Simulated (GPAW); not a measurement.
Set up this calculation in GPAW 26.7.0, as an ASE script.

```
Task                : single point
Functional          : LDA
Potentials or basis : the program's PAW data sets (release 1.2.1) made for this functional
Cutoff              : 600 eV
Basis               : pw
k mesh              : 7 × 7 × 7
Occupations         : fermi-dirac, width 0.05 eV
Spin                : no spin polarisation
Maxiter             : 120
Convergence         : default
```

Crystal: MgS (Niningerite).

```
CELL_PARAMETERS angstrom
0.00000 2.60165 2.60165
2.60165 0.00000 2.60165
2.60165 2.60165 0.00000
ATOMIC_POSITIONS crystal
S 0.50000 0.50000 0.50000
Mg 0.00000 0.00000 0.00000
```

The input as run:

run.py

```python
from ase import Atoms
from ase.dft.bandgap import bandgap
from ase.io import write
from ase.units import GPa
from gpaw import GPAW, PW

atoms = Atoms(['S', 'Mg'],
              cell=[[0.0, 2.60165, 2.60165],
                    [2.60165, 0.0, 2.60165],
                    [2.60165, 2.60165, 0.0]],
              scaled_positions=[[0.5, 0.5, 0.5],
                                [0.0, 0.0, 0.0]],
              pbc=True)

calc = GPAW(mode=PW(600),
            xc='LDA',
            kpts={'size': (7, 7, 7), 'gamma': True},
            occupations={'name': 'fermi-dirac', 'width': 0.05},
            nbands=16,
            maxiter=120,
            txt='gpaw.txt')
atoms.calc = calc
energy = atoms.get_potential_energy()
forces = atoms.get_forces()
stress = atoms.get_stress()
calc.write('gs.gpw')
write('result.traj', atoms)
print(f'Energy: {energy:.6f} eV')
print('Forces (eV/A):')
print(forces.round(4))
print('Stress (GPa):', (stress / GPa).round(3))
print('Fermi level:', round(calc.get_fermi_level(), 4), 'eV')
print(f'Gap: {bandgap(calc)[0]:.4f} eV, direct: {bandgap(calc, direct=True)[0]:.4f} eV')
```

Potentials or basis: the program's PAW data sets (release 1.2.1) made for this functional, pw.

Command:

```bash
$ OMP_NUM_THREADS=1 python run.py
```

It gave:

| Property | Result |
| --- | --- |
| Pressure | -3.3 GPa |
| Band gap on the k mesh | 2.78 eV, indirect (least direct gap 3.48 eV) |

Caveat: the cutoff is short for stress and forces, so pressures can be off by a GPa or more; an odd mesh through Γ misses points on the zone boundary, where band edges often lie.

It took 8.8 s on 1 thread of Arm Neoverse V1, on a shared host, peak memory 0.14 GiB.
